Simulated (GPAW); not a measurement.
The system is PbF2 (Fluorocronite).

```
Pb F
1.0
     0.00000    2.96366    2.96366
     2.96366    0.00000    2.96366
     2.96366    2.96366    0.00000
Pb F
1 2
Direct
  0.00000 0.00000 0.00000
  0.75000 0.75000 0.75000
  0.25000 0.25000 0.25000
```

Base run:

- Program: GPAW 26.7.0
- Functional: RPBE
- Potentials or basis: the program's PAW data sets (release 1.2.1) made for this functional
- Cutoff: 800 eV
- Basis: pw
- k mesh: 8 × 8 × 8
- Occupations: gaussian, width 0.05 eV
- Spin: no spin polarisation

Its results: band gap on the k mesh 4.47 eV, indirect (least direct gap 4.61 eV); pressure 4.6 GPa.

Task: The run is repeated on the same cell with these changes: functional from RPBE to PBE; potentials or basis from the program's PAW data sets (release 1.2.1) made for this functional to GPAW PAW data sets (gpaw-data 1.2.1). What comes out?

Result: Band gap on the k mesh 4.35 eV, indirect (least direct gap 4.49 eV); pressure 1.3 GPa.

Caveats: spin-orbit coupling is left out, which as a rule narrows the gap of such compounds by several tenths of an eV.

A k mesh can miss the band edges.
